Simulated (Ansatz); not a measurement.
Moments in Fe

```
Fe
1.0
     0.00000    1.82778    1.82778
     1.82778    0.00000    1.82778
     1.82778    1.82778    0.00000
Fe
1
Direct
  0.00000 0.00000 0.00000
```

Conventional cell: a = 3.656 Å, b = 3.656 Å, c = 3.656 Å, α = 90.00°, β = 90.00°, γ = 90.00°. Around Fe (atom 1) lie 12 Fe at 2.58 Å.

Structure from Materials Project entry mp-150 (possibly hypothetical), not relaxed further.

Other magnetic orders may lie lower; this is the state that the run reached.

The calculation used DFT, PBE, all-electron LAPW, scalar-relativistic (Ansatz 0.2.0).

The runs use a Γ-centred 17×17×17 k mesh, Fermi–Dirac smearing of 0.03 eV, basis error target 0.25 meV/atom. PBE unless a row says otherwise.

Energies are extrapolated to zero smearing; site moments are those inside atomic spheres.

```
                   run  E − E(first) (meV/atom)  spin moment Fe (μB)  cell spin moment (μB)  gap (eV)  P (GPa)
   ferromagnetic start                        0                    ?                   2.62      none     -1.9
  no spin polarisation                        ?                    0                      0      none        ?
spin-orbit coupling on                        –                    –                   2.62      none     -1.9
```

(1) What belongs in the row "no spin polarisation", column "P (GPa)"?

(2) Give the missing entry: row "ferromagnetic start", column "spin moment Fe (μB)".

(3) Fill in "E − E(first) (meV/atom)" for the row "no spin polarisation".

From crystal-made all-electron datasets, the contact spin densities (averaged over the Thomson radius about each nucleus) in the first state are Fe -4.61 e/Å³ (up less down).

(4) What Fermi-contact hyperfine field is that at Fe?

Answers

(1) -33.3.

(2) 2.67.

(3) 242.

(4) B = (2μ0/3) μB ρs(0) = 7.769 T·Å³ × (-4.61) = -35.8 T, opposed to the magnetisation of the spin-up electrons. Orbital and dipolar fields aren't included.
